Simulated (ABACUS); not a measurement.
# Sn (Immm) in ABACUS: reference runs

How does Sn come out in PBEsol? The cell is run as given and disturbed.

Everything below comes from runs of ABACUS 3.10.1. Logs are shortened: lines on timing, memory, paths and dates and some standing lists are left out, and cuts for length are marked.

### 1 The crystal as given

It takes space group Immm (No. 71, orthorhombic). Conventional cell: a = 3.453 Å, b = 3.551 Å, c = 4.677 Å, α = 90.00°, β = 90.00°, γ = 90.00°. Sn (site symmetry mmm) is surrounded by 12 Sn at 3.41 to 3.55 Å.

This isn't the form of Sn at room conditions, which is tetragonal (white tin).

### 2 Single point, PBEsol

File INPUT:

```
INPUT_PARAMETERS
suffix              Sn
calculation         scf
basis_type          pw
pseudo_dir          ./
symmetry            1
dft_functional      pbesol
ecutwfc             73
pseudo_rcut         7
nspin               1
nbands              11
ks_solver           dav
smearing_method     fd
smearing_sigma      0.00367493
scf_thr             1e-08
scf_nmax            100
mixing_type         broyden
mixing_beta         0.7
cal_force           1
cal_stress          1
kpar                4
```

File STRU:

```
ATOMIC_SPECIES
Sn 118.7100 Sn.upf

LATTICE_CONSTANT
1.8897261246

LATTICE_VECTORS
-1.7265390000 1.7755470000 2.3383420000
1.7265390000 -1.7755470000 2.3383420000
1.7265390000 1.7755470000 -2.3383420000

ATOMIC_POSITIONS
Direct

Sn
0.0
1
0.0000000000 0.0000000000 0.0000000000 1 1 1
```

File KPT:

```
K_POINTS
0
Gamma
11 11 11 0 0 0
```

Potentials or basis: PseudoDojo NC SR 0.4.1 PBEsol standard, plane waves.

Run with:

```sh
OMP_NUM_THREADS=1 mpirun -np 4 abacus > log
```

running log:

```text
ABACUS v3.10.1

               Atomic-orbital Based Ab-initio Computation at UStc

 ------------------------------------------------------------------------------------

 READING GENERAL INFORMATION
                           global_out_dir = OUT.Sn/
                           global_in_card = INPUT
                               pseudo_dir = ./
                              orbital_dir =
                                    DSIZE = 4
                                    GSIZE = 1

 READING UNITCELL INFORMATION
                                    ntype = 1
                  lattice constant (Bohr) = 1.88973
              lattice constant (Angstrom) = 1

 READING ATOM TYPE 1
                               atom label = Sn
                      L=0, number of zeta = 1
                      L=1, number of zeta = 1
                      L=2, number of zeta = 1
             number of atom for this type = 1

                        TOTAL ATOM NUMBER = 1
DIRECT COORDINATES
    atom                   x                   y                   z     mag                  vx                  vy                  vz
taud_Sn1            0.0000000000        0.0000000000        0.0000000000  0.0000        0.0000000000        0.0000000000        0.0000000000

                          Volume (Bohr^3) = 193.497
                             Volume (A^3) = 28.6732

 Lattice vectors: (Cartesian coordinate: in unit of a_0)
             -1.72654            +1.77555            +2.33834
             +1.72654            -1.77555            +2.33834
             +1.72654            +1.77555            -2.33834
 Reciprocal vectors: (Cartesian coordinate: in unit of 2 pi/a_0)
                   +0           +0.281603           +0.213827
            +0.289597                  +0           +0.213827
            +0.289597           +0.281603                  +0
 The esolver type has been set to : ksdft_pw

                PAO radial cut off (Bohr) = 7

 Read in pseudopotential file is Sn.upf
                     pseudopotential type = NC
          exchange-correlation functional = PBESOL
                 nonlocal core correction = 1
                        valence electrons = 14
                                     lmax = 2
                           number of zeta = 3
                     number of projectors = 6
                           L of projector = 0
                           L of projector = 0
                           L of projector = 1
                           L of projector = 1
                           L of projector = 2
                           L of projector = 2
     initial pseudo atomic orbital number = 9

 SETUP THE ELECTRONS NUMBER
            electron number of element Sn = 14
      total electron number of element Sn = 14
            AUTOSET number of electrons:  = 14
                           occupied bands = 7
                                   NBANDS = 11
                                   NLOCAL = 9

%%%%%%%%%%%%%%%%%%%%%%%%%%%%%%%%%%%%%%%%%%%%%%%%%%%%%%%%%%%%%%%%%%%%%%%%%%%%%%%%%%%%%%%%%%%%%%%%%%%%%%%%%%
 Warning: the number of valence electrons in pseudopotential > 4 for Sn: [Kr] 4d10 5s2 5p2
 Pseudopotentials with additional electrons can yield (more) accurate outcomes, but may be less efficient.
 If you're confident that your chosen pseudopotential is appropriate, you can safely ignore this warning.
%%%%%%%%%%%%%%%%%%%%%%%%%%%%%%%%%%%%%%%%%%%%%%%%%%%%%%%%%%%%%%%%%%%%%%%%%%%%%%%%%%%%%%%%%%%%%%%%%%%%%%%%%%

 SETUP THE PLANE WAVE BASIS
 energy cutoff for charge/potential (unit:Ry) = 292
            fft grid for charge/potential = [ 36, 36, 36 ]
                        fft grid division = [ 1, 1, 1 ]
        big fft grid for charge/potential = [ 36, 36, 36 ]
                                     nbxx = 46656
                                     nrxx = 46656

 SETUP PLANE WAVES FOR CHARGE/POTENTIAL
                    number of plane waves = 16307
                         number of sticks = 965

 PARALLEL PW FOR CHARGE/POTENTIAL
     PROC   COLUMNS(POT)             PW
        1            965          16307
 --------------- sum -------------------
        1            965          16307
                            number of |g| = 2278
                                  max |g| = 26.4027
                                  min |g| = 0

----------- Double Check Mixing Parameters Begin ------------
mixing_type: broyden
mixing_beta: 0.7
mixing_gg0: 1
mixing_gg0_min: 0.1
mixing_ndim: 8
----------- Double Check Mixing Parameters End ------------

[... 42 lines left out ...]
                                       S4 = 0
                                       S6 = 0
               POINT GROUP IN SPACE GROUP = D_2h

 SETUP K-POINTS
                                    nspin = 1
                   Input type of k points = Monkhorst-Pack(Gamma)
                                   nkstot = 1331
                       right hand lattice = 1
(for reciprocal lattice: )
                             BRAVAIS TYPE = 10
                     BRAVAIS LATTICE NAME = 10. Orthorhombic F (face-centered)
                                    ibrav = 10
                       right hand lattice = 1
(for k-lattice: )
                             BRAVAIS TYPE = 10
                     BRAVAIS LATTICE NAME = 10. Orthorhombic F (face-centered)
                                    ibrav = 10
                       right hand lattice = 1
                        ROTATION MATRICES = 8
                               nkstot_ibz = 216
K-POINTS REDUCTION ACCORDING TO SYMMETRY
     IBZ    DIRECT_X    DIRECT_Y    DIRECT_Z  WEIGHT  ibz2bz
       1  0.00000000  0.00000000  0.00000000  0.0008       0
       2  0.00000000 -0.09090909  0.09090909  0.0030       1
       3  0.00000000 -0.18181818  0.18181818  0.0030       2
       4  0.00000000 -0.27272727  0.27272727  0.0030       3
       5  0.00000000 -0.36363636  0.36363636  0.0030       4
       6  0.00000000 -0.45454545  0.45454545  0.0030       5
[... 22 lines left out ...]
      29 -0.27272727  0.00000000  0.27272727  0.0030      33
      30 -0.27272727 -0.09090909  0.36363636  0.0060      34
[... 186 further k points ...]

                               nkstot now = 216
[... K-POINTS DIRECT COORDINATES: 216 rows ...]

           k-point number in this process = 54
       minimum distributed K point number = 54
[... stars of the k points ...]

[... K-POINTS CARTESIAN COORDINATES: 54 rows ...]

[... K-POINTS DIRECT COORDINATES: 54 rows ...]

 SETUP PLANE WAVES FOR WAVE FUNCTIONS
     energy cutoff for wavefunc (unit:Ry) = 73
              fft grid for wave functions = [ 36, 36, 36 ]
                    number of plane waves = 2909
                         number of sticks = 303

 PARALLEL PW FOR WAVE FUNCTIONS
     PROC   COLUMNS(POT)             PW
        1            303           2909
 --------------- sum -------------------
        1            303           2909

 SETUP NONLOCAL PSEUDOPOTENTIALS IN PLANE WAVE BASIS
 Sn non-local projectors:
 projector 1 L=0
 projector 2 L=0
 projector 3 L=1
 projector 4 L=1
 projector 5 L=2
 projector 6 L=2
      TOTAL NUMBER OF NONLOCAL PROJECTORS = 18

 Init Non-Local PseudoPotential table :
 Init Non-Local-Pseudopotential done.

                                     npwx = 2052

 Make real space PAO into reciprocal space.
       max mesh points in Pseudopotential = 701
     dq(describe PAO in reciprocal space) = 0.01
                                    max q = 1030

 number of pseudo atomic orbitals for Sn is 3
WARNING: norm of atomic wavefunction # 2 of atomic type Sn is 0.999796, renormalized
WARNING: norm of atomic wavefunction # 3 of atomic type Sn is 0.992683, renormalized

 -------------------------------------------
 SELF-CONSISTENT
 -------------------------------------------
                                 init_chg = atomic

 PW ALGORITHM --------------- ION=   1  ELEC=   1--------------------------------
 Notice: Threshold on eigenvalues was too large.
 hsover_error=0.14 > DRHO=0.00495731
 Origin diag ethr = 0.01
 New diag ethr = 3.54093e-05

 Density error is 0.00512848959804
                          Error Threshold = 3.54093461552e-05
----------------------------------------------------------
     Energy           Rydberg                 eV
----------------------------------------------------------
 E_KohnSham     -157.2572017909      -2139.5939958925
 E_Harris       -157.9053608252      -2148.4126519688
 E_Fermi        0.7599893177         10.3401851404
----------------------------------------------------------
[... 39 lines left out ...]
 Density error is 6.59582938594e-09
                          Error Threshold = 1.04987449183e-09
----------------------------------------------------------
     Energy           Rydberg                 eV
----------------------------------------------------------
 E_KohnSham     -157.2580449088      -2139.6054670993
 E_KS(sigma->0) -157.2579162533      -2139.6037166519
 E_Harris       -157.2582590434      -2139.6083805498
 E_band         -6.4945432110        -88.3627935763
 E_one_elec     -50.1404278038       -682.1955182896
 E_Hartree      34.3316930061        467.1066468703
 E_xc           -43.5842309507       -592.9938838771
 E_Ewald        -97.8648218495       -1331.5192109082
 E_entropy(-TS) -0.0002573109        -0.0035008947
 E_descf        0.0000000000         0.0000000000
 E_exx          0.0000000000         0.0000000000
 E_Fermi        0.7543645623         10.2636564171
----------------------------------------------------------

 charge density convergence is achieved
 final etot is -2139.6054671 eV
 EFERMI = 10.263656417 eV

 STATE ENERGY(eV) AND OCCUPATIONS    NSPIN == 1
 1/54 kpoint (Cartesian) = 0.0000 0.0000 0.0000 (2025 pws)
       1       -11.2159     0.00150263
       2       -11.2008     0.00150263
       3       -11.1807     0.00150263
       4       -11.1515     0.00150263
       5       -11.1172     0.00150263
       6      -0.509632     0.00150263
       7        17.2824    1.63387e-64
       8        17.4323    8.14312e-66
       9        17.8264    3.07407e-69
      10        21.1670        0.00000
      11        21.3830        0.00000
[... 53 lines left out ...]
 6/54 kpoint (Cartesian) = 0.0000 0.12800 -0.097194 (2042 pws)
       1       -11.2005     0.00601052
       2       -11.1989     0.00601052
       3       -11.1825     0.00601052
       4       -11.0832     0.00601052
       5       -11.0611     0.00601052
       6        3.14773     0.00601052
       7        6.21403     0.00601052
       8        15.5504    7.22564e-49
       9        16.2784    3.43314e-55
      10        19.9143    9.01124e-87
      11        20.5075        0.00000

[... levels at 48 further k points ...]

------------------------------------------------------------------------------------------
 TOTAL-FORCE (eV/Angstrom)
------------------------------------------------------------------------------------------
                       Sn1         0.0000000000         0.0000000000         0.0000000000
------------------------------------------------------------------------------------------

----------------------------------------------------------------
 TOTAL-STRESS (KBAR)
----------------------------------------------------------------
       -29.3334551627        -0.0000000000         0.0000000000
         0.0000000000       -45.7449515558         0.0000000000
        -0.0000000000         0.0000000000       -31.9998426602
----------------------------------------------------------------
 TOTAL-PRESSURE: -35.692750 KBAR

 --------------------------------------------
 !FINAL_ETOT_IS -2139.6054670992889442 eV
 --------------------------------------------
```

Wall time 11 s (4 MPI ranks of Intel Xeon 6975P-C (Granite Rapids), shared host); peak memory 0.32 GiB.

Results:

* Free energy: -2139.6055 eV
* Pressure: -3.6 GPa
* Band gap on the k mesh: none (metal or under the smearing width)

Levels at points of the mesh, in eV from the Fermi level:
| k point | band 3 | band 4 | band 5 | band 6 | band 7 | band 8 | band 9 |
| --- | --- | --- | --- | --- | --- | --- | --- |
| (0.00, 0.00, 0.00) | -21.44 | -21.42 | -21.38 | -10.77 | 7.02 | 7.17 | 7.56 |

### 3 Single point, PBEsol (cell strained at random at fixed volume)

INPUT is that of step 2.

File STRU:

```
ATOMIC_SPECIES
Sn 118.7100 Sn.upf

LATTICE_CONSTANT
1.8897261246

LATTICE_VECTORS
-1.6657680000 1.7656330000 2.2958090000
1.7444190000 -1.7990580000 2.3792620000
1.6823800000 1.8152120000 -2.3211890000

ATOMIC_POSITIONS
Direct

Sn
0.0
1
-0.0049540000 -0.0116520000 -0.0033020000 1 1 1
```

KPT is that of step 2.

Potentials or basis: PseudoDojo NC SR 0.4.1 PBEsol standard, plane waves.

Run with:

```sh
OMP_NUM_THREADS=1 mpirun -np 4 abacus > log
```

running log:

```text
ABACUS v3.10.1

               Atomic-orbital Based Ab-initio Computation at UStc

 ------------------------------------------------------------------------------------

 READING GENERAL INFORMATION
                           global_out_dir = OUT.Sn/
                           global_in_card = INPUT
                               pseudo_dir = ./
                              orbital_dir =
                                    DSIZE = 4
                                    GSIZE = 1

 READING UNITCELL INFORMATION
                                    ntype = 1
                  lattice constant (Bohr) = 1.88973
              lattice constant (Angstrom) = 1

 READING ATOM TYPE 1
                               atom label = Sn
                      L=0, number of zeta = 1
[... 370 lines left out ...]
 6/167 kpoint (Cartesian) = -0.0022655 0.12764 0.098178 (2038 pws)
       1       -11.2065     0.00300526
       2       -11.2029     0.00300526
       3       -11.1804     0.00300526
       4       -11.0912     0.00300526
       5       -11.0587     0.00300526
       6        3.17284     0.00300526
       7        6.21803     0.00300526
       8        15.5800    2.11110e-49
       9        16.2494    3.23309e-55
      10        19.9199    4.25145e-87
      11        20.5417        0.00000

[... levels at 161 further k points ...]

------------------------------------------------------------------------------------------
 TOTAL-FORCE (eV/Angstrom)
------------------------------------------------------------------------------------------
                       Sn1         0.0000000000         0.0000000000         0.0000000000
------------------------------------------------------------------------------------------

----------------------------------------------------------------
 TOTAL-STRESS (KBAR)
----------------------------------------------------------------
       -27.2681755439        -0.1613126930        -5.7942518424
        -0.1613126930       -44.7950970583         1.5646862667
        -5.7942518424         1.5646862667       -34.2894813962
----------------------------------------------------------------
 TOTAL-PRESSURE: -35.450918 KBAR

 --------------------------------------------
 !FINAL_ETOT_IS -2139.6007532768471719 eV
 --------------------------------------------
```

stdout:

```text
ABACUS v3.10.1

               Atomic-orbital Based Ab-initio Computation at UStc

%%%%%%%%%%%%%%%%%%%%%%%%%%%%%%%%%%%%%%%%%%%%%%%%%%%%%%%%%%%%%%%%%%%%%%%%%%%%%%%%%%%%%%%%%%%%%%%%%%%%%%%%%
 Warning: the number of valence electrons in pseudopotential > 4 for Sn: [Kr] 4d10 5s2 5p2
[... 30 lines left out ...]
 TOTAL-STRESS (KBAR)
----------------------------------------------------------------
       -27.2681755439        -0.1613126930        -5.7942518424
        -0.1613126930       -44.7950970583         1.5646862667
        -5.7942518424         1.5646862667       -34.2894813962
----------------------------------------------------------------
 TOTAL-PRESSURE: -35.450918 KBAR
```

Wall time 30 s (4 MPI ranks of Intel Xeon 6975P-C (Granite Rapids), shared host); peak memory 0.52 GiB.

Results:

| Property | Result |
| --- | --- |
| Free energy | -2139.6008 eV |
| Pressure | -3.5 GPa |
| Band gap on the k mesh | none (metal or under the smearing width) |

Stress tensor (GPa, compression positive):
```
-2.73 -0.02 -0.58
-0.02 -4.48  0.16
-0.58  0.16 -3.43
```
